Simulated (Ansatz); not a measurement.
**Σ5 (210) boundary in fcc Ag with C (interstitial): structure and resistance**

Aim: the relaxed structure and the specific resistance of the Σ5 (210) boundary in fcc Ag with C (interstitial).

Calculated with Ansatz 0.2.0; Ansatz plane-wave DFT, PBE, PAW files; relaxation of a bicrystal slab with its lowest layers held; PAW set soft_1, in the first sound run; inputs show where later runs differ.

### 1. The starting structure

The cell holds 22 atoms: 21 Ag and 1 C. Its edges and angles: a = 5.005 Å, b = 4.086 Å, c = 30.188 Å, α = 90.0°, β = 90.0°, γ = 65.9°. It derives from Ag. built on the (2 1 0) plane; 2 overlapping atoms removed and the grains opened by 0 Å. Vacuum lies along c.

### 2. Relaxing the bicrystal

The boundary is built by mirroring the lower grain in the boundary plane and removing any atoms that overlap; then the C is put in at the boundary. A thin bicrystal slab is relaxed first, with the lowest layers held and the upper grain free to shift and open.

Input file input.yaml:

```yaml
crystal:
  lattice:
    - [5.0045524935, 0.0, 0.0]
    - [1.6681841645, 3.7301731908, 0.0]
    - [0.0, 0.0, 30.187744037]
  atoms:
    - { symbol: Ag, position: [0.6000000001, 0.6999999999, 0.165630131] }
    - { symbol: Ag, position: [0.2000000001, 0.3999999999, 0.1958974506] }
    - { symbol: Ag, position: [0.8000000001, 0.0999999999, 0.2261647702] }
    - { symbol: Ag, position: [0.4000000001, 0.7999999999, 0.2564320898] }
    - { symbol: Ag, position: [1.0e-10, 0.4999999999, 0.2866994094] }
    - { symbol: Ag, position: [0.6000000001, 0.2, 0.3169667291] }
    - { symbol: Ag, position: [0.2, 0.9, 0.3472340487] }
    - { symbol: Ag, position: [0.8, 0.6, 0.3775013683] }
    - { symbol: Ag, position: [0.4, 0.3, 0.4077686879] }
    - { symbol: Ag, position: [0.0, 0.0, 0.4380360075] }
    - { symbol: C, position: [0.5, 0.75, 0.4380360075] }
    - { symbol: Ag, position: [0.8, 0.6, 0.4985706467] }
    - { symbol: Ag, position: [0.2, 0.9, 0.5288379663] }
    - { symbol: Ag, position: [0.6000000001, 0.2, 0.5591052859] }
    - { symbol: Ag, position: [1.0e-10, 0.4999999999, 0.5893726055] }
    - { symbol: Ag, position: [0.4000000001, 0.7999999999, 0.6196399251] }
    - { symbol: Ag, position: [0.8000000001, 0.0999999999, 0.6499072447] }
    - { symbol: Ag, position: [0.2000000001, 0.3999999999, 0.6801745643] }
    - { symbol: Ag, position: [0.6000000001, 0.6999999999, 0.710441884] }
    - { symbol: Ag, position: [1.0e-10, 0.9999999999, 0.7407092036] }
    - { symbol: Ag, position: [0.4000000001, 0.2999999999, 0.7709765232] }
    - { symbol: Ag, position: [0.8000000002, 0.5999999999, 0.8012438428] }
kpoints:
  mp_grid: { grid: [6, 6, 1] }
hamiltonian:
  xc: pbe
  pseudopotentials: { kind: paw, azcp: { folder: soft_1 } }
scf:
  occupations: { method: fermi_dirac, width: 0.1 }
relax:
  f_tol: 0.03
  max_steps: 80
  constraints: [{ sites: [0, 1, 2, 3] }]
```

Command:

```sh
ansatz run input.yaml --threads 4 --pin off --max-ram 15360MiB --backend cpu --events-out ev --progress --plain --runs-dir out
```

Numbers of over 12 decimals in the logs are rounded to 6 here.

Output:

```text
Engine: ansatz 0.2.0, aarch64-unknown-linux-gnu
Pseudopotentials: kind: paw
Pseudopotential: Ag, paw, valence charge 19, recommended cutoff 420 eV (normal), soft_1/Ag.paw.azcp
Pseudopotential: C, paw, valence charge 4, recommended cutoff 420 eV (normal), soft_1/C.paw.azcp
Functional definition: PBE
  parameter kappa = 0.804
  parameter beta = 0.066725
  exchange = pbe_x(kappa = kappa, mu = beta*pi^2/3)
  correlation = pbe_c(beta = beta)
Crystal: 22 atoms, lattice volume = 563.540 Å³
Basis set: ecut = 420 eV, 11077 PW (Γ), exchange–correlation on 72×60×432 points (8 copies of the dense FFT grid, shifted against one another)
Bands: 242, of which v1, the nominal top of the filled ones, is band 202 counted from 1 (201 counted from 0)
Symmetry: 2 space group operations
Space group: Cm (ITA 8), of the structure as read, at distance tolerance 8.3e-5 Å
k-points: 13 of 36 (time reversal used)
Non-local potential: Ag, projectors of the file, l = 0: 3, l = 1: 2, l = 2: 2, l = 3: 1
Non-local potential: C, projectors of the file, l = 0: 2, l = 1: 2, l = 2: 1
PAW form: soft (Blöchl's): semilocal exchange-correlation on the pseudo side does not see the compensation charge
PAW one-centre angular grid: Ag, 590 points (default); XC on 64 Gauss nodes
PAW one-centre angular grid: C, 110 points (default); XC on 64 Gauss nodes
Initial density: superposition of atomic densities (neutral atoms: chi_scale 0, normalization atom)
Initial wavefunctions: pseudopotential atomic-orbital guess
Functional: x = pbe(κ = 0.804, μ = 0.219515), c = pbe(β = 0.066725)
SCF iter   1: F=—  HF=-159653.910913 eV  |F-HF|=—  |Δ(HF+E_count)|=         —  Δρ=6.29e-2  dr2=4.46e1  ethr=3.10e-3  ⟨swp⟩=6.5  Hψ=11452  notcnv=0  defer=83
preconditioner: auto → LDOS  [metal: Δε(μ)=0.024 eV  Ē_g=9.184 eV  σ=0.100 eV  W_gap=0.06  n_scr=146 (ndim 8)  ℏωp=24.0 eV  f_vac=0.313  D(μ)=7.03/eV (n_scr^D=24)  β→1.0]
SCF iter   2: F=—  HF=-159654.467713 eV  |F-HF|=—  |Δ(HF+E_count)|=   5.57e-1  Δρ=7.23e-2  dr2=2.44e1  ethr=3.10e-3  ⟨swp⟩=2.9  Hψ=6638  notcnv=0  defer=333
SCF iter   3: F=—  HF=-159647.088157 eV  |F-HF|=—  |Δ(HF+E_count)|=    7.38e0  Δρ=7.84e-3  dr2=8.78e-1  ethr=3.10e-3  ⟨swp⟩=2.3  Hψ=5981  notcnv=0  defer=326
SCF iter   4: F=—  HF=-159647.044902 eV  |F-HF|=—  |Δ(HF+E_count)|=   4.33e-2  Δρ=2.48e-3  dr2=5.01e-2  ethr=2.18e-4  ⟨swp⟩=2.0  Hψ=4939  notcnv=0  defer=329
SCF iter   5: F=—  HF=-159647.042690 eV  |F-HF|=—  |Δ(HF+E_count)|=   2.21e-3  Δρ=1.49e-3  dr2=1.27e-2  ethr=1.24e-5  ⟨swp⟩=2.1  Hψ=5339  notcnv=0  defer=329
SCF iter   6: F=—  HF=-159647.040207 eV  |F-HF|=—  |Δ(HF+E_count)|=   2.48e-3  Δρ=2.98e-4  dr2=4.92e-4  ethr=3.15e-6  ⟨swp⟩=2.0  Hψ=5229  notcnv=0  defer=329
SCF iter   7: F=—  HF=-159647.040202 eV  |F-HF|=—  |Δ(HF+E_count)|=   4.91e-6  Δρ=1.09e-4  dr2=6.19e-5  ethr=1.22e-7  ⟨swp⟩=2.8  Hψ=5499  notcnv=0  defer=329
SCF iter   8: F=-159647.040206 eV  HF=-159647.040208 eV  |F-HF|=2.39e-6  |Δ(HF+E_count)|=   6.69e-6  Δρ=3.10e-5  dr2=6.59e-6  ethr=5.58e-9  ⟨swp⟩=4.0  Hψ=9980  notcnv=0
SCF 1 converged in 8 iterations: F = -159647.040206 eV  dr2 = 6.59e-6
  greatest PAW one-centre occupation: 1.002 electrons in one spin orbital (limit 2), on the Ag atom at site 8 (counted from 0), in its partial waves of l = 0
relax step   1: F+E_penalty+E_count = -159647.04020607 eV  Δ(F+E_penalty+E_count) = +0.000e0 eV  max|allowed force component| = 7.539e-1 eV/Å  Δτ_max = 0.0000 Å  (8 SCF iters, dr2 threshold 2.25e-5 eV, accepted)
Initial density: handed on by an earlier stage of this run
Initial wavefunctions: those handed on with the density
iter 1 solved again at ethr=5.28e-5 eV; its pass at ethr=3.10e-3 eV (dr2=2.13e-1 eV) is discarded
SCF iter   1: F=—  HF=-159647.288335 eV  |F-HF|=—  |Δ(HF+E_count)|=         —  Δρ=5.39e-3  dr2=1.99e-1  ethr=5.28e-5  ⟨swp⟩=2.0  Hψ=10870  notcnv=0  defer=304
preconditioner: auto → LDOS  [metal: Δε(μ)=0.067 eV  Ē_g=9.519 eV  σ=0.100 eV  W_gap=0.17  n_scr=146 (ndim 8)  ℏωp=24.0 eV  f_vac=0.307  D(μ)=7.04/eV (n_scr^D=24)  β→1.0]
SCF iter   2: F=—  HF=-159647.276208 eV  |F-HF|=—  |Δ(HF+E_count)|=   1.21e-2  Δρ=3.99e-3  dr2=1.81e-1  ethr=4.95e-5  ⟨swp⟩=2.0  Hψ=5634  notcnv=0  defer=304
SCF iter   3: F=—  HF=-159647.239132 eV  |F-HF|=—  |Δ(HF+E_count)|=   3.71e-2  Δρ=7.07e-4  dr2=4.55e-3  ethr=4.50e-5  ⟨swp⟩=2.0  Hψ=5236  notcnv=0  defer=304
SCF iter   4: F=—  HF=-159647.238978 eV  |F-HF|=—  |Δ(HF+E_count)|=   1.54e-4  Δρ=5.46e-4  dr2=2.15e-3  ethr=1.13e-6  ⟨swp⟩=2.9  Hψ=6066  notcnv=0  defer=323
SCF iter   5: F=—  HF=-159647.238474 eV  |F-HF|=—  |Δ(HF+E_count)|=   5.05e-4  Δρ=1.29e-4  dr2=1.59e-4  ethr=5.34e-7  ⟨swp⟩=2.1  Hψ=5347  notcnv=0  defer=324
SCF iter   6: F=-159647.238453 eV  HF=-159647.238462 eV  |F-HF|=8.74e-6  |Δ(HF+E_count)|=   1.20e-5  Δρ=3.46e-5  dr2=1.07e-5  ethr=8.81e-9  ⟨swp⟩=3.0  Hψ=11630  notcnv=0
SCF 2 converged in 6 iterations: F = -159647.238453 eV  dr2 = 1.07e-5
relax step   2: F+E_penalty+E_count = -159647.23845281 eV  Δ(F+E_penalty+E_count) = -1.982e-1 eV  max|allowed force component| = 3.479e-1 eV/Å  Δτ_max = 0.1925 Å  (6 SCF iters, dr2 threshold 3.55e-5 eV, accepted)
SCF iter   1: F=—  HF=-159647.302177 eV  |F-HF|=—  |Δ(HF+E_count)|=         —  Δρ=2.92e-3  dr2=4.64e-2  ethr=9.50e-5  ⟨swp⟩=4.1  Hψ=7407  notcnv=0  defer=330
preconditioner: auto → LDOS  [metal: Δε(μ)=0.066 eV  Ē_g=9.528 eV  σ=0.100 eV  W_gap=0.16  n_scr=146 (ndim 8)  ℏωp=24.0 eV  f_vac=0.306  D(μ)=6.82/eV (n_scr^D=24)  β→1.0]
SCF iter   2: F=—  HF=-159647.296685 eV  |F-HF|=—  |Δ(HF+E_count)|=   5.49e-3  Δρ=2.08e-3  dr2=3.36e-2  ethr=1.15e-5  ⟨swp⟩=2.0  Hψ=6275  notcnv=0  defer=330
SCF iter   3: F=—  HF=-159647.287604 eV  |F-HF|=—  |Δ(HF+E_count)|=   9.08e-3  Δρ=3.11e-4  dr2=1.16e-3  ethr=8.33e-6  ⟨swp⟩=2.0  Hψ=5444  notcnv=0  defer=330
SCF iter   4: F=—  HF=-159647.287446 eV  |F-HF|=—  |Δ(HF+E_count)|=   1.57e-4  Δρ=1.88e-4  dr2=2.67e-4  ethr=2.87e-7  ⟨swp⟩=3.0  Hψ=6317  notcnv=0  defer=330
SCF iter   5: F=—  HF=-159647.287387 eV  |F-HF|=—  |Δ(HF+E_count)|=   5.98e-5  Δρ=4.80e-5  dr2=2.00e-5  ethr=6.62e-8  ⟨swp⟩=2.6  Hψ=5169  notcnv=0  defer=330
SCF iter   6: F=-159647.287382 eV  HF=-159647.287384 eV  |F-HF|=2.37e-6  |Δ(HF+E_count)|=   2.26e-6  Δρ=1.76e-5  dr2=2.81e-6  ethr=1.88e-9  ⟨swp⟩=4.0  Hψ=9984  notcnv=0
SCF 3 converged in 6 iterations: F = -159647.287382 eV  dr2 = 2.81e-6
relax step   3: F+E_penalty+E_count = -159647.28738202 eV  Δ(F+E_penalty+E_count) = -4.893e-2 eV  max|allowed force component| = 2.247e-1 eV/Å  Δτ_max = 0.1124 Å  (6 SCF iters, dr2 threshold 7.57e-6 eV, accepted)
[... from here on, the SCF cycles and remarks between the steps are left out ...]
relax step   4: F+E_penalty+E_count = -159647.34636049 eV  Δ(F+E_penalty+E_count) = -5.898e-2 eV  max|allowed force component| = 2.016e-1 eV/Å  Δτ_max = 0.1929 Å  (7 SCF iters, dr2 threshold 1.08e-5 eV, accepted)
relax step   5: F+E_penalty+E_count = -159647.38115212 eV  Δ(F+E_penalty+E_count) = -3.479e-2 eV  max|allowed force component| = 3.092e-1 eV/Å  Δτ_max = 0.1904 Å  (6 SCF iters, dr2 threshold 1.70e-5 eV, accepted)
relax step   6: F+E_penalty+E_count = -159647.44623950 eV  Δ(F+E_penalty+E_count) = -6.509e-2 eV  max|allowed force component| = 1.608e-1 eV/Å  Δτ_max = 0.2000 Å  (6 SCF iters, dr2 threshold 7.69e-5 eV, accepted)
relax step   7: F+E_penalty+E_count = -159647.46439510 eV  Δ(F+E_penalty+E_count) = -1.816e-2 eV  max|allowed force component| = 1.105e-1 eV/Å  Δτ_max = 0.1906 Å  (6 SCF iters, dr2 threshold 7.00e-6 eV, accepted)
relax step   8: F+E_penalty+E_count = -159647.48446027 eV  Δ(F+E_penalty+E_count) = -2.007e-2 eV  max|allowed force component| = 1.241e-1 eV/Å  Δτ_max = 0.1292 Å  (6 SCF iters, dr2 threshold 3.31e-6 eV, accepted)
relax step   9: F+E_penalty+E_count = -159647.50171170 eV  Δ(F+E_penalty+E_count) = -1.725e-2 eV  max|allowed force component| = 3.998e-2 eV/Å  Δτ_max = 0.1915 Å  (6 SCF iters, dr2 threshold 7.27e-6 eV, accepted)
relax step  10: F+E_penalty+E_count = -159647.50954382 eV  Δ(F+E_penalty+E_count) = -7.832e-3 eV  max|allowed force component| = 4.825e-2 eV/Å  Δτ_max = 0.1952 Å  (8 SCF iters, accepted)
relax step  11: F+E_penalty+E_count = -159647.51400712 eV  Δ(F+E_penalty+E_count) = -4.463e-3 eV  max|allowed force component| = 5.445e-2 eV/Å  Δτ_max = 0.1933 Å  (8 SCF iters, accepted)
relax step  12: F+E_penalty+E_count = -159647.51444361 eV  Δ(F+E_penalty+E_count) = -4.365e-4 eV  max|allowed force component| = 5.297e-2 eV/Å  Δτ_max = 0.0709 Å  (6 SCF iters, dr2 threshold 2.96e-6 eV, accepted)
relax step  13: F+E_penalty+E_count = -159647.51540546 eV  Δ(F+E_penalty+E_count) = -9.618e-4 eV  max|allowed force component| = 5.524e-3 eV/Å  Δτ_max = 0.0332 Å  (6 SCF iters, dr2 threshold 2.66e-6 eV, accepted)
iter 1 solved again at ethr=3.18e-11 eV; its pass at ethr=3.10e-3 eV (dr2=1.28e-7 eV) is discarded
SCF iter   1: F=—  HF=-159647.515400 eV  |F-HF|=—  |Δ(HF+E_count)|=         —  Δρ=5.53e-6  dr2=1.28e-7  ethr=3.18e-11  ⟨swp⟩=1.8  Hψ=7418  notcnv=0  defer=327
preconditioner: auto → LDOS  [metal: Δε(μ)=0.080 eV  Ē_g=9.540 eV  σ=0.100 eV  W_gap=0.20  n_scr=146 (ndim 8)  ℏωp=24.0 eV  f_vac=0.301  D(μ)=6.44/eV (n_scr^D=22)  β→1.0]
SCF iter   2: F=—  HF=-159647.515406 eV  |F-HF|=—  |Δ(HF+E_count)|=   5.60e-6  Δρ=4.58e-6  dr2=1.01e-7  ethr=3.18e-11  ⟨swp⟩=2.2  Hψ=5408  notcnv=0  defer=327
SCF iter   3: F=-159647.515406 eV  HF=-159647.515406 eV  |F-HF|=8.15e-10  |Δ(HF+E_count)|=   3.35e-8  Δρ=7.22e-7  dr2=2.74e-9  ethr=2.48e-11  ⟨swp⟩=4.0  Hψ=9887  notcnv=0
SCF 14 converged in 3 iterations: F = -159647.515406 eV  dr2 = 2.74e-9
relax step  14: F+E_penalty+E_count = -159647.51540552 eV  Δ(F+E_penalty+E_count) = -5.873e-8 eV  max|allowed force component| = 5.529e-3 eV/Å  Δτ_max = 0.0000 Å  (3 SCF iters, accepted)
SCF converged after 3 iterations
Free energy (F): -159647.515406 eV
Harris-Foulkes:  -159647.515406 eV  (|F-HF|=8.15e-10)
Internal energy: -159647.305542 eV  (E = F + TS)
E sigma→0 (E₀):  -159647.410474 eV
Entropy (-TS):   -0.209864 eV (-9.539 meV/atom)
Fermi energy:    9.645935 eV
--- Per-component energies (eV) ---
  E_band       = -7944.234262
  E_kinetic    = 9898.516926
  E_local      = -433054.723488  (includes V_loc(G=0)·N_el)
  E_nonlocal   = 691.736462
  E_hartree    = 214654.343349
  E_xc         = -3379.499683
  E_vxc        = -4274.978593  (∫ρ·V_xc dr)
  E_paw        = -83164.903523  (= ΣΔE_a)
  E_vpaw       = -10513.477002  (= ΣTr[D̂ρ^β])
  E_aug_tail   = 0.007990  (compensation charges beyond the density's cutoff)
  E_ewald      = 134707.216425
  E_smearing   = -0.209864  (= −TS)
  E_closure    = 0.000000  (closes the sum)
  Σ components = -159647.515406   (vs F -159647.515406, Δ=0.00e0)
--- Forces (eV/Å), atoms counted from 1 ---
  atom   1  Ag    -0.02199323     0.00983567     0.22301172
  atom   2  Ag    -0.01717731     0.00768193    -0.13621440
  atom   3  Ag     0.02084167    -0.00932068    -0.21726337
  atom   4  Ag     0.01661343    -0.00742975     0.12819123
  atom   5  Ag    -0.00045604     0.00020395     0.00199272
  atom   6  Ag     0.00201545    -0.00090134    -0.00068679
  atom   7  Ag    -0.00054392     0.00024325    -0.00163249
  atom   8  Ag     0.00087304    -0.00039043    -0.00112977
  atom   9  Ag     0.00017513    -0.00007832    -0.00343387
  atom  10  Ag     0.00182885    -0.00081789     0.00293938
  atom  11  C     -0.00074976     0.00033530     0.00552863
  atom  12  Ag     0.00007205    -0.00003222    -0.00097703
  atom  13  Ag    -0.00159488     0.00071325    -0.00068025
  atom  14  Ag     0.00062877    -0.00028119     0.00152455
  atom  15  Ag     0.00028642    -0.00012809     0.00108262
  atom  16  Ag    -0.00059004     0.00026387    -0.00112113
  atom  17  Ag    -0.00018352     0.00008207    -0.00062229
  atom  18  Ag     0.00016825    -0.00007524    -0.00074066
  atom  19  Ag    -0.00001259     0.00000563    -0.00078822
  atom  20  Ag     0.00007056    -0.00003155    -0.00000295
  atom  21  Ag    -0.00042851     0.00019163     0.00059437
  atom  22  Ag     0.00013862    -0.00006199     0.00042145
  max |Σ_I F_I| component: 1.76e-5 eV/Å
--- Relaxed structure (14 steps of the walk, 14 accepted, 0 SCFs on fresh bases) ---
  F+E_penalty+E_count = -159647.51540552 eV   max|allowed force component| = 5.529e-3 eV/Å
  atoms:
    - { symbol: Ag, position: [0.6000000001, 0.700000, 0.165630131] }
    - { symbol: Ag, position: [0.200000, 0.400000, 0.195897] }
    - { symbol: Ag, position: [0.8000000001, 0.100000, 0.226165] }
    - { symbol: Ag, position: [0.400000, 0.800000, 0.256432] }
    - { symbol: Ag, position: [0.00633568, 0.496832, 0.288939] }
    - { symbol: Ag, position: [0.611115, 0.194443, 0.319158] }
    - { symbol: Ag, position: [0.216618, 0.891691, 0.350923] }
    - { symbol: Ag, position: [0.817622, 0.591189, 0.381504] }
    - { symbol: Ag, position: [0.397044, 0.301478, 0.421014] }
    - { symbol: Ag, position: [-0.033231, 0.016616, 0.446708] }
    - { symbol: C, position: [0.418014, 0.790993, 0.424137] }
    - { symbol: Ag, position: [0.582414, 0.708793, 0.494929] }
    - { symbol: Ag, position: [-0.025328, 1.012664, 0.536499] }
    - { symbol: Ag, position: [0.371665, 0.314168, 0.560346] }
    - { symbol: Ag, position: [-0.239801, 0.619900, 0.593116] }
    - { symbol: Ag, position: [0.168087, 0.915956, 0.626199] }
    - { symbol: Ag, position: [0.562899, 0.218551, 0.656760] }
    - { symbol: Ag, position: [-0.043463, 0.521731, 0.687285] }
    - { symbol: Ag, position: [0.355377, 0.822311, 0.718924] }
    - { symbol: Ag, position: [-0.240653, 1.120326, 0.751950] }
    - { symbol: Ag, position: [0.151544, 0.424228, 0.781594] }
    - { symbol: Ag, position: [0.546012, 0.726994, 0.808838] }
```

Run time: 9.9 min. Hardware: 4 threads of Arm Neoverse V2, shared host; peak memory 3 GiB; 38 min of CPU time.

Step by step:

```csv
step,energy less that of the first step (eV),largest force component (eV/Å)
1,0.0000,0.7539
2,-0.1982,0.3479
3,-0.2472,0.2247
4,-0.3062,0.2016
5,-0.3409,0.3092
6,-0.4060,0.1608
7,-0.4242,0.1105
8,-0.4443,0.1241
9,-0.4615,0.0400
10,-0.4693,0.0482
11,-0.4738,0.0544
12,-0.4742,0.0530
13,-0.4752,0.0055
14,-0.4752,0.0055
```

Forces are held to the 2 operations that the run works with; a distortion that breaks them can't arise in this run.

The atoms that moved most (Å):

```
atom      dx     dy     dz  length
Ag22  -1.059  0.474  0.229   1.183
Ag21  -1.036  0.463  0.321   1.179
Ag20  -1.004  0.449  0.339   1.151
Ag19  -1.020  0.456  0.256   1.147
Ag18  -1.015  0.454  0.215   1.133
Ag17  -0.989  0.442  0.207   1.103
Ag15  -1.000  0.447  0.113   1.101
Ag16  -0.967  0.433  0.198   1.078
```

Numbers from this step:

| Item | Value |
| --- | --- |
| free energy | -159647.5154 eV |
| energy at zero smearing | -159647.4105 eV |
| Fermi energy | 9.646 eV |

The largest force component on a free atom ends at 0.0055 eV/Å, under the tolerance of 0.03, after 14 steps.

(Part 1 of 2 ends here.)

[Logs are printed without paths, hosts, clocks, repeated set-up lines and the standing remarks that a program may print on its own settings, such as how far it seeks lower states.]

[Hosts, paths, dates, database ids (printed as entryN), source tags and the programs' standing remarks are cut or masked in the printed files.]
